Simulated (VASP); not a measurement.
Runs of VASP 6.6.1 on SiMo3. It takes space group Pm-3n (No. 223, cubic). Conventional cell: a = 4.889 Å, b = 4.889 Å, c = 4.889 Å, α = 90.00°, β = 90.00°, γ = 90.00°. Around Si (site symmetry m-3) lie 12 Mo at 2.73 Å. Mo (site symmetry -4m2) has 2 Mo at 2.44 Å and 4 Si at 2.73 Å as nearest neighbours. 

```tsv
level	potentials or basis	k mesh	cutoff (eV)	gap on the mesh (eV)	pressure (GPa)	relaxed volume (Å³/atom)
PBEsol	VASP PAW PBE potentials, release 64 (Si, Mo_sv)	8 × 8 × 8	600	none	-0.1	(a)
PBE	VASP PAW PBE potentials, release 64 (Si, Mo)	4 × 4 × 4	300	none	0.0	-
PBE+D3(BJ)	VASP PAW PBE potentials, release 64 (Si, Mo_sv)	8 × 8 × 8	600	none	0.0	14.35
PBE	VASP PAW PBE potentials, release 64 (Si, Mo_sv)	8 × 8 × 8	600	none	0.0	14.79
```

Alike in all rows: task relaxation of cell and atoms; no spin polarisation; cell relaxed; smearing methfessel-paxton 0.1 eV.

Problem. Estimate the missing entries.

Solution. (a) 14.39.

Caveats: the PAW data sets were made with another functional, which shifts forces and pressure a little (some runs); the cutoff is under 1.25 times the usual one of these potentials, so pressure, stress and relaxed cells hold a basis-set (Pulay) error (some runs); the relaxation stopped at its first step, so nothing moved (some runs); pairwise dispersion overbinds metals, which lowers pressure and volume (some runs).

A k mesh can miss the band edges, and the runs leave out spin-orbit coupling on Mo.

A gap of «none» marks a metal or a gap under the smearing width.

The runs don't all hold the same shells in valence.
